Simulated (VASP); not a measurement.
# BN (gw) (F-43m) in VASP: notebook

The runs below take BN (gw) through single point, with PBE.

All numbers are computed with VASP 6.6.1; they aren't measurements. Logs are shortened: lines on timing, memory, paths and dates and some standing lists are left out, and cuts for length are marked.

**Experimental background.**

A printed reference work, monograph reports, for a bulk crystal of BN at 300 K: band gap 6.4 eV (indirect).

How close the calculation comes is told below.

## (1) The cell of the first run

The structure is cubic, space group F-43m (No. 216). The conventional cell has a = 3.625 Å, b = 3.625 Å, c = 3.625 Å, α = 90.00°, β = 90.00°, γ = 90.00°. B (site symmetry -43m) has 4 N at 1.57 Å within 2.1 Å. Within 2.1 Å of N (site symmetry -43m) lie 4 B at 1.57 Å.

## (2) Single point, PBE

File INCAR:

```
SYSTEM = BN
  PREC = Accurate
  ENCUT = 600
  EDIFF = 1E-6
  ISMEAR = 0
  SIGMA = 0.01
  LREAL = .False.
  LASPH = .True.
  NELM = 120
  ALGO = Normal
  ISIF = 2
  LWAVE = .False.
  LCHARG = .True.
  GGA = PE
  LELF = .True.
  LVHAR = .True.
  NBANDS = 11
  GGA_COMPAT = .False.
```

File KPOINTS:

```
regular mesh
0
Gamma
  6 6 6
  0 0 0
```

File POSCAR:

```
BN
1.0
    0.0000000000      1.8123266330      1.8123266330
    1.8123266330      0.0000000000      1.8123266330
    1.8123266330      1.8123266330      0.0000000000
B N
1 1
Direct
    0.0000000000      0.0000000000      0.0000000000
    0.2500000000      0.2500000000      0.2500000000
```

Potentials or basis: VASP PAW PBE potentials, release 64 (B, N).

On the command line:

```console
$ cat potpaw_PBE.64/B/POTCAR potpaw_PBE.64/N/POTCAR > POTCAR
$ mpirun -np 1 vasp_std > vasp.out
```

OUTCAR:

```text
SYSTEM = BN
   PREC = Accurate
   ENCUT = 600
   EDIFF = 1E-6
   ISMEAR = 0
   LREAL = .False.
   LASPH = .True.
   NELM = 120
   ISIF = 2
   GGA = PE

 ion  position               nearest neighbor table
   1  0.000  0.000  0.000-   2 1.57   2 1.57   2 1.57   2 1.57
   2  0.250  0.250  0.250-   1 1.57   1 1.57   1 1.57   1 1.57

  LATTYP: Found a face centered cubic cell.
 ALAT       =     3.6246532660

  Lattice vectors:

 A1 = (   0.0000000000,   1.8123266330,   1.8123266330)
 A2 = (   1.8123266330,   0.0000000000,   1.8123266330)
 A3 = (   1.8123266330,   1.8123266330,   0.0000000000)

Analysis of symmetry for initial positions (statically):
=====================================================================
 Subroutine PRICEL returns:
 Original cell was already a primitive cell.

 Routine SETGRP: Setting up the symmetry group for a
 face centered cubic supercell.

 Subroutine GETGRP returns: Found 24 space group operations
 (whereof 24 operations were pure point group operations)
 out of a pool of 48 trial point group operations.

The static configuration has the point symmetry T_d .

Analysis of symmetry for dynamics (positions and initial velocities):
=====================================================================
 Subroutine PRICEL returns:
 Original cell was already a primitive cell.

 Routine SETGRP: Setting up the symmetry group for a
 face centered cubic supercell.

 Subroutine GETGRP returns: Found 24 space group operations
 (whereof 24 operations were pure point group operations)
 out of a pool of 48 trial point group operations.

The dynamic configuration has the point symmetry T_d .

 Subroutine INISYM returns: Found 24 space group operations
 (whereof 24 operations are pure point group operations),
 and found     1 'primitive' translations

----------------------------------------------------------------------------------------

                                     Primitive cell

  volume of cell :      11.9053

  direct lattice vectors                    reciprocal lattice vectors
     0.000000000  1.812326633  1.812326633    -0.275888458  0.275888458  0.275888458
     1.812326633  0.000000000  1.812326633     0.275888458 -0.275888458  0.275888458
     1.812326633  1.812326633  0.000000000     0.275888458  0.275888458 -0.275888458

  length of vectors
     2.563016904  2.563016904  2.563016904     0.477852826  0.477852826  0.477852826

  position of ions in fractional coordinates (direct lattice)
     0.000000000  0.000000000  0.000000000
[... 76 lines left out ...]
   ISYM   =      2    0-nonsym 1-usesym 2-fastsym
   POTIM  = 0.5000    time-step for ionic-motion
   TEBEG  =    0.0;   TEEND  =   0.0 temperature during run
   PSTRESS=    0.0 pullay stress
   NELECT =       8.0000    total number of electrons
   NUPDOWN=      -1.0000    fix difference up-down
   EMIN   =  10.00;   EMAX   =-10.00  energy-range for DOS
   EFERMI =   0.00;   METHOD = LEGACY
   ISMEAR =     0;   SIGMA  =   0.01  broadening in eV -4-tet -1-fermi 0-gaus
   EFERMI_NEDOS =   21; number of points for ismear=-14 and -15
   IALGO  =     38    algorithm
   IMIX   =      4    mixing-type and parameters
     AMIX     =   0.40;   BMIX     =  1.00
     AMIX_MAG =   1.60;   BMIX_MAG =  1.00
  volume/ion in A,a.u.               =       5.95        40.17
  Fermi-wavevector in a.u.,A,eV,Ry     =   1.433920  2.709717 27.975313  2.056128
  Thomas-Fermi vector in A             =   2.553386
   LORBIT       =      0    0 simple, 1 ext, 2 COOP (PROOUT), +10 PAW based schemes
   GGA     = PE    functional components
   LHFCALC =     F    Hartree Fock is set to
   AEXX    =    0.0000 exact exchange contribution
   IVDW    =     0    specifies the selected vdW correction
   LEPSILON=     F    determine dielectric tensor
   LRPA    =     F    only Hartree local field effects (RPA)
 non-spin polarized calculation
 Gauss-broadening in eV      SIGMA  =   0.01
  energy-cutoff  :      600.00
  volume of cell :       11.91
 maximum number of plane-waves:       411
   NGX = 11   NGY = 11   NGZ = 11

 number of electron       7.9999999 magnetization

 Free energy of the ion-electron system (eV)
  ---------------------------------------------------
  ext. energy  EPLUGINS =         0.00000000
  ---------------------------------------------------
  free energy    TOTEN  =       -17.45063822 eV

  energy without entropy =      -17.45063822  energy(sigma->0) =      -17.45063822

 E-fermi :   7.3948     XC(G=0): -12.7819

 val. band max:        7.3071989627   @ k =   0.0000   0.0000   0.0000
 cond. band min:      11.7562170645   @ k =   0.5000   0.5000   0.0000
 fundamental gap:      4.4490181019
 Fermi energy:         7.3947605444

 k-point     1 :       0.0000    0.0000    0.0000
  band No.  band energies     occupation
      1     -12.8341      2.00000
      2       7.3072      2.00000
      3       7.3072      2.00000
      4       7.3072      2.00000
      5      16.0866      0.00000
      6      16.0866      0.00000
      7      16.0866      0.00000
      8      17.5267      0.00000
      9      31.9073      0.00000
     10      34.9739      0.00000
     11      34.9739      0.00000
[... 197 lines left out ...]
 k-point    16 :      -0.3333    0.5000    0.1667
  band No.  band energies     occupation
      1      -7.0754      2.00000
      2      -0.8373      2.00000
      3       1.1603      2.00000
      4       1.2078      2.00000
      5      15.0479      0.00000
      6      19.2589      0.00000
      7      22.2861      0.00000
      8      23.9831      0.00000
      9      26.7589      0.00000
     10      33.0350      0.00000
     11      37.3717      0.00000

------------------------ aborting loop because EDIFF is reached ----------------------------------------

  FORCE on cell =-STRESS in cart. coord.  units (eV):
  Direction    XX          YY          ZZ          XY          YZ          ZX
  --------------------------------------------------------------------------------------
  -------------------------------------------------------------------------------------
  Total        0.0012368      0.0012368      0.0012368      0.0000000      0.0000000     -0.0000000
  in kB        0.1664467      0.1664467      0.1664467      0.0000000      0.0000000     -0.0000000
  external PRESSURE =       0.1664467 kB  Pullay stress =       0.0000000 kB

 VOLUME and BASIS-vectors are now :
 -----------------------------------------------------------------------------
  energy-cutoff  :      600.00
  volume of cell :       11.91
      direct lattice vectors                 reciprocal lattice vectors
     0.000000000  1.812326633  1.812326633    -0.275888458  0.275888458  0.275888458
     1.812326633  0.000000000  1.812326633     0.275888458 -0.275888458  0.275888458
     1.812326633  1.812326633  0.000000000     0.275888458  0.275888458 -0.275888458

 POSITION                                       TOTAL-FORCE (eV/Angst)
 -----------------------------------------------------------------------------------
      0.00000      0.00000      0.00000         0.000000      0.000000      0.000000
      0.90616      0.90616      0.90616        -0.000000     -0.000000     -0.000000
 -----------------------------------------------------------------------------------
    total drift:                                0.000000      0.000000      0.000000

  FREE ENERGIE OF THE ION-ELECTRON SYSTEM (eV)
  ---------------------------------------------------
  free  energy   TOTEN  =       -17.4506382205 eV

  energy  without entropy=      -17.4506382205  energy(sigma->0) =      -17.45063822
```

OSZICAR:

```text
N       E                     dE             d eps       ncg     rms          rms(c)
DAV:   1     0.168196417321E+02    0.16820E+02   -0.54664E+03   352   0.795E+02
DAV:   2    -0.177890586931E+02   -0.34609E+02   -0.33857E+02   438   0.202E+02
DAV:   3    -0.184053175783E+02   -0.61626E+00   -0.61521E+00   424   0.219E+01
DAV:   4    -0.184060611838E+02   -0.74361E-03   -0.74358E-03   382   0.891E-01
DAV:   5    -0.184060619185E+02   -0.73474E-06   -0.73471E-06   418   0.270E-02    0.664E+00
DAV:   6    -0.175338961519E+02    0.87217E+00   -0.29653E+00   382   0.104E+01    0.322E+00
DAV:   7    -0.174644169065E+02    0.69479E-01   -0.99577E-02   385   0.264E+00    0.190E+00
DAV:   8    -0.174503662614E+02    0.14051E-01   -0.35608E-02   388   0.138E+00    0.188E-01
DAV:   9    -0.174505437009E+02   -0.17744E-03   -0.97181E-04   367   0.265E-01    0.825E-02
DAV:  10    -0.174506328661E+02   -0.89165E-04   -0.12527E-04   376   0.102E-01    0.152E-02
DAV:  11    -0.174506381515E+02   -0.52854E-05   -0.89880E-06   393   0.252E-02    0.104E-02
DAV:  12    -0.174506382205E+02   -0.69051E-07   -0.14855E-06   227   0.902E-03
   1 F= -.17450638E+02 E0= -.17450638E+02  d E =-.394681E-37
```

stdout:

```text
POSCAR found type information on POSCAR B N
 POSCAR found :  2 types and       2 ions
 scaLAPACK will be used
 LDA part: xc-table for (Slater+PW92), standard interpolation
 POSCAR, INCAR and KPOINTS ok, starting setup
 FFT: planning ... GRIDC
 FFT: planning ... GRID_SOFT
 FFT: planning ... GRID
 WAVECAR not read
 entering main loop
```

Run time: 5.3 s. Hardware: 1 thread of Intel Xeon 8259CL, shared host; peak memory 0.11 GiB.

What came out:

* Free energy: -17.4506 eV
* Pressure: 0.0 GPa
* Band gap on the k mesh: 4.45 eV, indirect (least direct gap 8.78 eV)

Levels at points of the mesh, in eV from the valence-band top:
```tsv
k point	band 2	band 3	band 4	band 5	band 6	band 7
(0.00, 0.00, 0.00)	0.00	0.00	0.00	8.78	8.78	8.78
(0.50, 0.00, 0.00)	-10.62	-1.93	-1.93	10.04	10.66	10.66
(0.50, 0.50, 0.00)	-8.86	-4.87	-4.87	4.45	9.18	17.79
```

Caveat: the k points lie up to 0.50 Å⁻¹ apart. A k mesh can miss the band edges.

(Continued in part 2 of 2.)
